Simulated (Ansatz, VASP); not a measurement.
# One calculation of SiO2, two programs

```xyz
6
Lattice="4.1544 0.0000 0.0000 0.0000 4.1550 0.0000 0.0000 0.0000 2.6617" Properties=species:S:1:pos:R:3 pbc="T T T"
Si    2.0772    2.0775    1.3308
Si    0.0000    0.0000    0.0000
O     1.2692    1.2698    0.0000
O     3.3464    0.8076    1.3308
O     0.8081    3.3473    1.3308
O     2.8853    2.8851    0.0000
```

Alike in both runs: functional LDA; k mesh 4 × 4 × 6; occupations gaussian, width 0.1 eV; no spin polarisation.

Ansatz relaxed the structure, and its values are those at the end. VASP's run is a single point on that final structure, the one shown.

|  | VASP | Ansatz |
| --- | --- | --- |
| version | VASP 6.6.1 | Ansatz 0.2.0 |
| potentials or method | VASP PAW LDA potentials, release 64 (Si, O) | scalar-relativistic, plane waves, PAW |
| plane-wave cutoff (eV) | 520 | 420 |
| valence electrons in the cell | 32 | 32 |

Ansatz gave:

| Property | Result |
| --- | --- |
| gap on the k mesh at the Fermi level (eV) | 5.81 |
| least direct gap on the mesh (eV) | 5.81 |
| pressure (GPa) | 0.0 |
| rms of the force components (eV/Å) | 0.002 |

Which values does VASP return?

gap on the k mesh at the Fermi level (eV): 5.82; least direct gap on the mesh (eV): 5.82; pressure (GPa): 1.1; rms of the force components (eV/Å): 0.016.
